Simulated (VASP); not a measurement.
Input of a VASP 6.6.1 run:

INCAR

```
SYSTEM = CdSe
  PREC = Accurate
  ENCUT = 600
  EDIFF = 1E-6
  ISMEAR = 0
  SIGMA = 0.03
  LREAL = .FALSE.
  LASPH = .TRUE.
  NELM = 80
  ALGO = Normal
  ISIF = 3
  LWAVE = .FALSE.
  LCHARG = .FALSE.
  GGA = PS
  IBRION = 2
  NSW = 90
  EDIFFG = -0.01
  KPAR = 8
```

KPOINTS

```
regular mesh
0
G
  8 8 8
  0 0 0
```

File POSCAR:

```
CdSe
1.0
    0.0000000000      3.0702711986      3.0702711986
    3.0702711986      0.0000000000      3.0702711986
    3.0702711986      3.0702711986      0.0000000000
Cd Se
1 1
Direct
    0.0000000000      0.0000000000      0.0000000000
    0.7500000000      0.7500000000      0.7500000000
```

Potentials or basis: VASP PAW PBE potentials, release 64 (Cd, Se).

Launch:

```bash
$ cat potpaw_PBE.64/Cd/POTCAR potpaw_PBE.64/Se/POTCAR > POTCAR
$ mpirun -np 8 vasp_std > vasp.out
```

(1) Estimate the relaxed volume.

(2) Estimate the relaxed cell.

(3) Predict the space group after relaxing (to 0.05 Å).

Results:

(1) 28.27 Å³/atom.

(2) a = 4.308 Å, b = 4.308 Å, c = 4.308 Å, α = 60.00°, β = 60.00°, γ = 60.00°.

(3) F-43m (No. 216).

Caveat: the PAW data sets were made with another functional, which shifts forces and pressure a little.
